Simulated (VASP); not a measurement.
Here is a VASP 6.6.1 calculation.

INCAR

```
SYSTEM = In
PREC = Accurate
ENCUT = 450
EDIFF = 1E-6
ISMEAR = 1
SIGMA = 0.1
LREAL = .False.
LASPH = .True.
NELM = 120
ALGO = Normal
ISIF = 2
LWAVE = .False.
LCHARG = .False.
GGA = PE
KPAR = 4
```

The input KPOINTS:

```
regular mesh
0
Gamma
  19 19 19
  0 0 0
```

POSCAR

```
In                                      
1.0
   -1.6658415342      1.6658415342      2.4833466787
    1.6658415342     -1.6658415342      2.4833466787
    1.6658415342      1.6658415342     -2.4833466787
  In            
     1
Direct
     0.0000000000000000    0.0000000000000000    0.0000000000000000
```

Potentials or basis: VASP PAW PBE potentials, release 64 (In_d).

The run is started by

```sh
$ cat potpaw_PBE.64/In_d/POTCAR > POTCAR
$ mpirun -np 4 vasp_std > vasp.out
```

(1) Estimate the pressure.

(2) Estimate the band gap on the k mesh.

## Answers

(1) 0.0 GPa.

(2) none (metal or under the smearing width).
